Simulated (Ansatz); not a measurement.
# A Ag vacancy in rocksalt AgCl, 63 atoms, charge −1

Wanted: path and barrier of the jump (PBEsol and HSE06).

Program: Ansatz 0.2.0, PAW, plane waves. These are calculated values, not measurements.

**1. Starting point**

63 atoms (32 Cl, 31 Ag); a = 10.895 Å, b = 10.895 Å, c = 10.895 Å, α = 90.00°, β = 90.00°, γ = 90.00°. All atoms were shaken off their sites by about 0.02 Å along each axis; atoms next to an added one may be pushed further to make room. Defect site 1: (0.500, 0.500, 0.500).

Plan of the steps: (2) PBEsol relaxation at the single k point (¼, ¼, ¼), on 1 × NVIDIA GB200 with 8 threads of Arm Neoverse-V2; (3) HSE06 single point at the single k point (¼, ¼, ¼), on 1 × NVIDIA GB200 with 8 threads of Arm Neoverse-V2; (4) PBEsol band at the single k point (¼, ¼, ¼), on 1 × NVIDIA GB200 with 8 threads of Arm Neoverse-V2; (5) HSE06 single point at the single k point (¼, ¼, ¼), on 1 × NVIDIA GB200 with 8 threads of Arm Neoverse-V2.

**2. PBEsol relaxation in the fixed cell**

in.yaml reads:

```yaml
crystal:
  lattice:
    - [10.895498, 0.000000, 0.000000]
    - [0.000000, 10.895498, 0.000000]
    - [0.000000, 0.000000, 10.895498]
  atoms:
    - { symbol: Cl, position: [0.250500, 0.999186, 0.996856] }
    - { symbol: Cl, position: [0.250849, 0.997927, 0.501033] }
    - { symbol: Cl, position: [0.251574, 0.505090, 0.997010] }
    - { symbol: Cl, position: [0.251407, 0.501727, 0.502711] }
    - { symbol: Cl, position: [0.746677, 0.001187, 0.003385] }
    - { symbol: Cl, position: [0.753037, 0.999465, 0.499234] }
    - { symbol: Cl, position: [0.745949, 0.499095, 0.002312] }
    - { symbol: Cl, position: [0.751044, 0.497115, 0.502743] }
    - { symbol: Cl, position: [0.000350, 0.249411, 0.998284] }
    - { symbol: Cl, position: [0.998684, 0.249397, 0.499138] }
    - { symbol: Cl, position: [0.000717, 0.752376, 0.000591] }
    - { symbol: Cl, position: [0.002775, 0.750403, 0.499205] }
    - { symbol: Cl, position: [0.500120, 0.252605, 0.002179] }
    - { symbol: Cl, position: [0.499571, 0.248755, 0.500035] }
    - { symbol: Cl, position: [0.502787, 0.750302, 0.996998] }
    - { symbol: Cl, position: [0.500068, 0.747441, 0.498740] }
    - { symbol: Cl, position: [0.000883, 0.999917, 0.248894] }
    - { symbol: Cl, position: [0.998667, 0.997533, 0.753450] }
    - { symbol: Cl, position: [0.998340, 0.500231, 0.252416] }
    - { symbol: Cl, position: [0.000408, 0.502737, 0.749715] }
    - { symbol: Cl, position: [0.504352, 0.000300, 0.250546] }
    - { symbol: Cl, position: [0.499604, 0.000265, 0.751991] }
    - { symbol: Cl, position: [0.500606, 0.501416, 0.250235] }
    - { symbol: Cl, position: [0.499348, 0.501663, 0.749472] }
    - { symbol: Cl, position: [0.251211, 0.248808, 0.248677] }
    - { symbol: Cl, position: [0.248913, 0.251065, 0.749587] }
    - { symbol: Cl, position: [0.248349, 0.750087, 0.246831] }
    - { symbol: Cl, position: [0.252019, 0.749779, 0.749351] }
    - { symbol: Cl, position: [0.750807, 0.250900, 0.250270] }
    - { symbol: Cl, position: [0.749019, 0.251693, 0.750625] }
    - { symbol: Cl, position: [0.748124, 0.749250, 0.248487] }
    - { symbol: Cl, position: [0.750778, 0.750573, 0.750980] }
    - { symbol: Ag, position: [0.001244, 0.000113, 0.001595] }
    - { symbol: Ag, position: [0.998490, 0.997444, 0.499815] }
    - { symbol: Ag, position: [0.998156, 0.500040, 0.000347] }
    - { symbol: Ag, position: [0.999128, 0.500398, 0.499210] }
    - { symbol: Ag, position: [0.496800, 0.997170, 0.001435] }
    - { symbol: Ag, position: [0.501363, 0.001651, 0.501875] }
    - { symbol: Ag, position: [0.496608, 0.502059, 0.998299] }
    - { symbol: Ag, position: [0.251553, 0.248814, 0.999932] }
    - { symbol: Ag, position: [0.247616, 0.250648, 0.500032] }
    - { symbol: Ag, position: [0.248958, 0.750585, 0.998659] }
    - { symbol: Ag, position: [0.249549, 0.752537, 0.499975] }
    - { symbol: Ag, position: [0.750859, 0.251591, 0.001991] }
    - { symbol: Ag, position: [0.751397, 0.251615, 0.499003] }
    - { symbol: Ag, position: [0.750008, 0.747105, 0.999082] }
    - { symbol: Ag, position: [0.744464, 0.752398, 0.503221] }
    - { symbol: Ag, position: [0.248470, 0.998569, 0.252212] }
    - { symbol: Ag, position: [0.251549, 0.999018, 0.748705] }
    - { symbol: Ag, position: [0.251089, 0.501762, 0.248116] }
    - { symbol: Ag, position: [0.251202, 0.500056, 0.747298] }
    - { symbol: Ag, position: [0.749710, 0.996512, 0.254237] }
    - { symbol: Ag, position: [0.749585, 0.002311, 0.749831] }
    - { symbol: Ag, position: [0.744821, 0.498283, 0.248187] }
    - { symbol: Ag, position: [0.749467, 0.500136, 0.750274] }
    - { symbol: Ag, position: [0.002618, 0.249880, 0.250130] }
    - { symbol: Ag, position: [0.998501, 0.252025, 0.750951] }
    - { symbol: Ag, position: [0.003968, 0.749767, 0.249182] }
    - { symbol: Ag, position: [0.999456, 0.748060, 0.752601] }
    - { symbol: Ag, position: [0.499962, 0.248420, 0.246448] }
    - { symbol: Ag, position: [0.501008, 0.250377, 0.749265] }
    - { symbol: Ag, position: [0.502976, 0.749696, 0.249108] }
    - { symbol: Ag, position: [0.499859, 0.748941, 0.752671] }
  symmetry: { detect: false }
kpoints:
  mp_grid: { grid: [1, 1, 1], shift: [0.25, 0.25, 0.25] }
hamiltonian:
  xc: pbesol
total_charge: -1
scf:
  occupations: { method: fermi_dirac, width: 0.01 }
relax:
  f_tol: 0.03
  max_steps: 80
  escape_saddle: false
  adjacent_minimum: "off"
output:
  forces: true
  eigenvalues: true
  populations: true
  charged_corrections: { epsilon: 11.1 }
```

Launch:

```console
$ ansatz run in.yaml --threads 8 --pin off --max-ram 118750MiB --runs-dir r --events-out ev --progress --plain --backend cuda --devices 0, --max-vram 170GiB
```

The runs that follow: HSE06 single point; The band; HSE06 on the same atoms.

What does the calculation give? Wanted: for each run, top filled to lowest empty.

The runs gave:

| level | time | top filled to lowest empty (eV) |
| --- | --- | --- |
| PBEsol, relaxation | 3.5 s (GPU) | 1.76 |
| HSE06 | 27 s (GPU) | 3.40 |
| HSE06, at the band's top | 28 s (GPU) | 3.42 |

```
                   quantity                             value
                 relaxation  3 recorded steps, 0.31 eV gained
              largest shift                     0.17 Å (Cl16)
barrier forwards, backwards                     0.22, 0.22 eV
                       jump                      Ag by 3.73 Å
            band iterations                                 5
    top less start by HSE06                           0.33 eV
```

**In words.** Relaxation gains 0.31 eV, with shifts up to 0.17 Å (Cl16). Part of this undoes the random shake of the start. The PBEsol barrier is 0.22 eV forwards and 0.22 eV back, about 9 times kT at 300 K, without charge corrections. The cell's size and k points aren't converged for it. The program's check left the order of the top open. On the same two geometries HSE06 gives 0.33 eV. At the same k points, PBEsol gives a spacing 1.64 eV smaller than the 3.40 eV of HSE06. In a defect cell this spacing can involve defect levels, so it need not be the gap.
